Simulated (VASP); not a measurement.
# C (P6_3/mmc) in VASP: a series of runs

The runs below take C through relaxation of cell and atoms, with PBE+D3(BJ).

Program: VASP 6.6.1. These are calculated values, not measurements. Logs are shortened: lines on timing, memory, paths and dates and some standing lists are left out, and cuts for length are marked.

## 1. The structure

It takes space group P6_3/mmc (No. 194, hexagonal). Conventional cell: a = 2.456 Å, b = 2.456 Å, c = 6.696 Å, α = 90.00°, β = 90.00°, γ = 120.00°. Around C (site symmetry -6m2) lie 3 C at 1.42 Å. Around C (site symmetry -6m2) lie 3 C at 1.42 Å.

## 2. Relaxation of cell and atoms, PBE+D3(BJ)

Contents of INCAR:

```
SYSTEM = C
PREC = Accurate ; ENCUT = 520
EDIFF = 1E-7 ; ISMEAR = 0
SIGMA = 0.02 ; LREAL = .False.
LASPH = .True. ; NELM = 60
ALGO = Normal ; ISIF = 3
LWAVE = .False. ; LCHARG = .False.
GGA = PE ; IVDW = 12
IBRION = 2 ; NSW = 80
EDIFFG = -0.002 ; AMIX = 0.2
```

Contents of KPOINTS:

```
regular mesh
0
Gamma
  15 15 6
  0 0 0
```

Contents of POSCAR:

```
C
1.0
    2.4560000000      0.0000000000      0.0000000000
   -1.2280000000      2.1269583900      0.0000000000
    0.0000000000      0.0000000000      6.6960000000
C
4
Direct
    0.0000000000      0.0000000000      0.7500000000
    0.0000000000      0.0000000000      0.2500000000
    0.3333333300      0.6666666700      0.7500000000
    0.6666666700      0.3333333300      0.2500000000
```

Potentials or basis: VASP PAW PBE potentials, release 64 (C).

Run with:

```bash
$ cat potpaw_PBE.64/C/POTCAR > POTCAR
$ mpirun -np 1 vasp_std > vasp.out
```

OUTCAR:

```text
SYSTEM = C
   PREC = Accurate
   ENCUT = 520
   EDIFF = 1E-7
   ISMEAR = 0
   LREAL = .False.
   LASPH = .True.
   NELM = 60
   ISIF = 3
   GGA = PE
   IVDW = 12
   IBRION = 2
   NSW = 80
   EDIFFG = -0.002
   AMIX = 0.2
 IVDW          = 12

 ion  position               nearest neighbor table
   1  0.000  0.000  0.750-   3 1.42   3 1.42   3 1.42
   2  0.000  0.000  0.250-   4 1.42   4 1.42   4 1.42
   3  0.333  0.667  0.750-   1 1.42   1 1.42   1 1.42
   4  0.667  0.333  0.250-   2 1.42   2 1.42   2 1.42

  LATTYP: Found a hexagonal cell.
 ALAT       =     2.4560000000
 C/A-ratio  =     2.7263843648

  Lattice vectors:

 A1 = (   2.4560000000,   0.0000000000,   0.0000000000)
 A2 = (  -1.2280000000,   2.1269583900,   0.0000000000)
 A3 = (   0.0000000000,   0.0000000000,   6.6960000000)

Analysis of symmetry for initial positions (statically):
=====================================================================
 Subroutine PRICEL returns:
 Original cell was already a primitive cell.

 Routine SETGRP: Setting up the symmetry group for a
 hexagonal supercell.

 Subroutine GETGRP returns: Found 24 space group operations
 (whereof 12 operations were pure point group operations)
 out of a pool of 24 trial point group operations.

The static configuration has the point symmetry D_3d.
 The point group associated with its full space group is D_6h.

Analysis of symmetry for dynamics (positions and initial velocities):
=====================================================================
 Subroutine PRICEL returns:
 Original cell was already a primitive cell.

 Routine SETGRP: Setting up the symmetry group for a
 hexagonal supercell.

 Subroutine GETGRP returns: Found 24 space group operations
 (whereof 12 operations were pure point group operations)
 out of a pool of 24 trial point group operations.

The dynamic configuration has the point symmetry D_3d.
 The point group associated with its full space group is D_6h.

 Subroutine INISYM returns: Found 24 space group operations
 (whereof 12 operations are pure point group operations),
 and found     1 'primitive' translations

----------------------------------------------------------------------------------------

                                     Primitive cell

  volume of cell :      34.9786

  direct lattice vectors                    reciprocal lattice vectors
     2.456000000  0.000000000  0.000000000     0.407166124  0.235077471  0.000000000
    -1.228000000  2.126958390  0.000000000     0.000000000  0.470154943  0.000000000
     0.000000000  0.000000000  6.696000000     0.000000000  0.000000000  0.149342891

  length of vectors
[... 83 lines left out ...]
   LASPH  =      T    aspherical Exc in radial PAW
   ENCUT  =  520.0 eV  38.22 Ry    6.18 a.u.   4.57  4.57 12.45*2*pi/ulx,y,z
   NELM   =     60;   NELMIN=  2; NELMDL= -5     # of ELM steps
   EDIFF  = 0.1E-06   stopping-criterion for ELM
   LREAL  =      F    real-space projection
   EDIFFG = -.2E-02   stopping-criterion for IOM
   NSW    =     80    number of steps for IOM
   IBRION =      2    ionic relax: 0-MD 1-quasi-New 2-CG
   NFREE  =      1    steps in history (QN), initial steepest desc. (CG)
   ISIF   =      3    stress and relaxation
   ISYM   =      2    0-nonsym 1-usesym 2-fastsym
   POTIM  = 0.5000    time-step for ionic-motion
   TEBEG  =    0.0;   TEEND  =   0.0 temperature during run
   PSTRESS=    0.0 pullay stress
   NELECT =      16.0000    total number of electrons
   NUPDOWN=      -1.0000    fix difference up-down
   EMIN   =  10.00;   EMAX   =-10.00  energy-range for DOS
   EFERMI =   0.00;   METHOD = LEGACY
   ISMEAR =     0;   SIGMA  =   0.02  broadening in eV -4-tet -1-fermi 0-gaus
   EFERMI_NEDOS =   21; number of points for ismear=-14 and -15
   IALGO  =     38    algorithm
   IMIX   =      4    mixing-type and parameters
     AMIX     =   0.20;   BMIX     =  1.00
     AMIX_MAG =   0.80;   BMIX_MAG =  1.00
  volume/ion in A,a.u.               =       8.74        59.01
  Fermi-wavevector in a.u.,A,eV,Ry     =   1.261384  2.383670 21.648079  1.591089
  Thomas-Fermi vector in A             =   2.394846
   LORBIT       =      0    0 simple, 1 ext, 2 COOP (PROOUT), +10 PAW based schemes
   GGA     = PE    functional components
   LHFCALC =     F    Hartree Fock is set to
   AEXX    =    0.0000 exact exchange contribution
   IVDW    =    12    specifies the selected vdW correction
   LEPSILON=     F    determine dielectric tensor
   LRPA    =     F    only Hartree local field effects (RPA)
 conjugate gradient relaxation of ions
 non-spin polarized calculation
 Gauss-broadening in eV      SIGMA  =   0.02
  energy-cutoff  :      520.00
  volume of cell :       34.98
 maximum number of plane-waves:       979
   NGX =  9   NGY =  9   NGZ = 25

--------------------------------------- Ionic step        1  -------------------------------------------

 number of electron      15.9999994 magnetization

 Free energy of the ion-electron system (eV)
  ---------------------------------------------------
  ext. energy  EPLUGINS =         0.00000000
  ---------------------------------------------------
  free energy    TOTEN  =       -36.83428582 eV

  energy without entropy =      -36.83410831  energy(sigma->0) =      -36.83419706

------------------------ aborting loop because EDIFF is reached ----------------------------------------

 Edisp (eV)   -0.62732

 E8    (eV) :    -0.1778
[... 285 lines left out ...]
--------------------------------------- Ionic step        8  -------------------------------------------

 number of electron      15.9999994 magnetization

 Free energy of the ion-electron system (eV)
  ---------------------------------------------------
  ext. energy  EPLUGINS =         0.00000000
  ---------------------------------------------------
  free energy    TOTEN  =       -36.84298118 eV

  energy without entropy =      -36.84280083  energy(sigma->0) =      -36.84289100

 E-fermi :   4.6457     XC(G=0): -10.3070

 val. band max:        4.6436257220   @ k =   0.3333   0.3333   0.5000
 cond. band min:       4.6543668951   @ k =   0.3333   0.3333   0.3333
 fundamental gap:      0.0107411731
 Fermi energy:         4.6457153182

 k-point     1 :       0.0000    0.0000    0.0000
  band No.  band energies     occupation
      1     -14.9865      2.00000
      2     -14.6905      2.00000
      3      -3.8438      2.00000
      4      -1.8951      2.00000
      5       1.6322      2.00000
      6       1.6322      2.00000
      7       1.6503      2.00000
      8       1.6503      2.00000
      9       8.9277      0.00000
     10      12.9621      0.00000
     11      12.9622      0.00000
     12      13.0131      0.00000
[... 331 lines left out ...]
 k-point    24 :       0.4000    0.2000    0.0000
  band No.  band energies     occupation
      1      -9.0485      2.00000
      2      -8.9445      2.00000
      3      -8.0258      2.00000
      4      -7.9596      2.00000
      5      -4.2096      2.00000
      6      -4.1083      2.00000
      7       2.7516      2.00000
      8       3.4103      2.00000
      9       6.0041      0.00000
     10       6.1360      0.00000
     11      15.1532      0.00000
     12      15.8071      0.00000

 [... further k-points ...]

------------------------ aborting loop because EDIFF is reached ----------------------------------------

 Edisp (eV)   -0.62382

 E8    (eV) :    -0.1767
[... 27 lines left out ...]
  FREE ENERGIE OF THE ION-ELECTRON SYSTEM (eV)
  ---------------------------------------------------
  free  energy   TOTEN  =       -37.4667991061 eV

  energy  without entropy=      -37.4666187581  energy(sigma->0) =      -37.46670893

 reached required accuracy - stopping structural energy minimisation
```

OSZICAR:

```text
N       E                     dE             d eps       ncg     rms          rms(c)
DAV:   1     0.472254265141E+02    0.47225E+02   -0.84381E+03  2608   0.124E+03
[... 60 lines left out ...]
DAV:   1    -0.368435981756E+02   -0.21670E-02   -0.22405E-02  2648   0.123E+00    0.997E-02
DAV:   2    -0.368433591463E+02    0.23903E-03   -0.34370E-04  2764   0.151E-01    0.790E-02
DAV:   3    -0.368429858622E+02    0.37328E-03   -0.13195E-03  2968   0.248E-01    0.229E-02
DAV:   4    -0.368429834254E+02    0.24368E-05   -0.27620E-05  2956   0.415E-02    0.186E-02
DAV:   5    -0.368429812884E+02    0.21371E-05   -0.44021E-06  3108   0.182E-02    0.429E-03
DAV:   6    -0.368429811747E+02    0.11369E-06   -0.62161E-07  3156   0.642E-03    0.159E-03
DAV:   7    -0.368429811763E+02   -0.16598E-08   -0.34436E-07  2996   0.484E-03
   8 F= -.37466799E+02 E0= -.37466709E+02  d E =-.496122E-04
```

Run time: 67 s. Hardware: 1 thread of Intel Xeon 6975P-C (Granite Rapids), shared host; peak memory 0.17 GiB.

Results:

```yaml
Free_energy: -37.4668 eV
Relaxed_volume: 8.85 Å³/atom
Relaxed_cell: a = 2.466 Å, b = 2.466 Å, c = 6.723 Å, α = 90.00°, β = 90.00°, γ = 120.00°
Space_group_after_relaxing_to_0.05_Å: P6_3/mmc (No. 194)
Energy_gained_by_relaxing: 1.3 meV/atom
Ionic_steps: 8
Pressure_after_relaxing: 0.0 GPa
Band_gap_on_the_k_mesh: none (metal or under the smearing width)
Dispersion_energy_per_atom: -0.156 eV
```

Step by step:
```csv
step,energy change (eV),largest force (eV/Å),pressure (GPa),volume (Å³)
1,0.0000,0.0000,3.78,34.98
2,0.0261,0.0000,-8.65,36.03
3,-0.0051,0.0000,0.00,35.28
4,-0.0051,0.0000,0.07,35.27
5,-0.0051,0.0000,0.06,35.29
6,-0.0052,0.0000,0.06,35.30
7,-0.0052,0.0000,0.04,35.34
8,-0.0052,0.0000,0.02,35.42
```

Final structure:
```cif
data_structure
_symmetry_space_group_name_H-M 'P 1'
_symmetry_Int_Tables_number 1
_cell_length_a 2.4663
_cell_length_b 2.4663
_cell_length_c 6.7230
_cell_angle_alpha 90.000
_cell_angle_beta 90.000
_cell_angle_gamma 120.000
_cell_volume 35.42
loop_
_atom_site_label
_atom_site_type_symbol
_atom_site_fract_x
_atom_site_fract_y
_atom_site_fract_z
_atom_site_occupancy
C1 C 0.00000 0.00000 0.75000 1
C2 C 0.00000 0.00000 0.25000 1
C3 C 0.33333 0.66667 0.75000 1
C4 C 0.66667 0.33333 0.25000 1
```

Levels at points of the mesh, in eV from the Fermi level:
```
           k point  band 5  band 6  band 7  band 8  band 9  band 10  band 11  band 12
(0.00, 0.00, 0.00)   -3.01   -3.01   -3.00   -3.00    4.28     8.32     8.32     8.37
(0.00, 0.00, 0.50)   -3.00   -3.00   -3.00   -3.00    6.91     6.91     8.34     8.34
```

[end of part 1 of 2]
